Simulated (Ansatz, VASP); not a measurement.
# Two plane-wave programs on Te2Mo

File INCAR:

```
PREC = Accurate
ENCUT = 520
EDIFF = 1E-7
ISMEAR = 0
SIGMA = 0.05
LREAL = False
LASPH = True
NELM = 80
ALGO = Normal
ISIF = 2
LWAVE = False
LCHARG = False
GGA = PS
NBANDS = 20
```

Contents of KPOINTS:

```
regular mesh
0
Gamma
  9 9 2
```

File POSCAR:

```
Te2Mo
1.0
    3.5602328140      0.0000000000      0.0000000000
   -1.7801164070      3.0832520603      0.0000000000
    0.0000000000      0.0000000000     17.5240578200
Te Mo
2 1
Direct
    0.3333333333      0.6666666667      0.8978554500
    0.3333333333      0.6666666667      0.1021445500
    0.0000000000      0.0000000000      0.0000000000
```

Input for Ansatz:

```yaml
crystal:
  lattice:
    - [3.560232814, 0.0, 0.0]
    - [-1.780116407, 3.0832520603, 0.0]
    - [0.0, 0.0, 17.52405782]
  atoms:
    - { symbol: Te, position: [0.3333333333, 0.6666666667, 0.89785545] }
    - { symbol: Te, position: [0.3333333333, 0.6666666667, 0.10214455] }
    - { symbol: Mo, position: [0.0, 0.0, 0.0] }
basis:
  ecutwfc: 420
kpoints:
  mp_grid: { grid: [9, 9, 2] }
hamiltonian:
  xc: pbesol
scf:
  occupations: { method: gaussian, width: 0.05 }
output:
  forces: true
  stress: true
  eigenvalues: true
```

Alike in both runs: task single point; functional PBEsol; k mesh 9 × 9 × 2; occupations gaussian, width 0.05 eV; no spin polarisation.

```csv
,VASP,Ansatz
version,VASP 6.6.1,Ansatz 0.2.0
potentials or method,"VASP PAW PBE potentials, release 64 (Te, Mo_sv)","scalar-relativistic, plane waves, PAW"
plane-wave cutoff (eV),520,420
valence electrons in the cell,26,46
```

Ansatz gave:

- gap on the k mesh at the Fermi level (eV): 1.05
- least direct gap on the mesh (eV): 1.05
- rms of the force components (eV/Å): 0.082

Task: Which values does VASP return?

Result: gap on the k mesh at the Fermi level (eV): 1.05; least direct gap on the mesh (eV): 1.05; rms of the force components (eV/Å): 0.069.

Atom by atom the forces differ by 0.014 eV/Å (rms over components). The two sets of potentials don't hold the same shells in valence.

Caveats: the PAW data sets were made with another functional, which shifts forces and pressure a little (VASP); spin-orbit coupling is left out, which moves the levels of the heavy elements. Expect the measured gap to be larger: semilocal functionals such as PBEsol lack the derivative discontinuity.
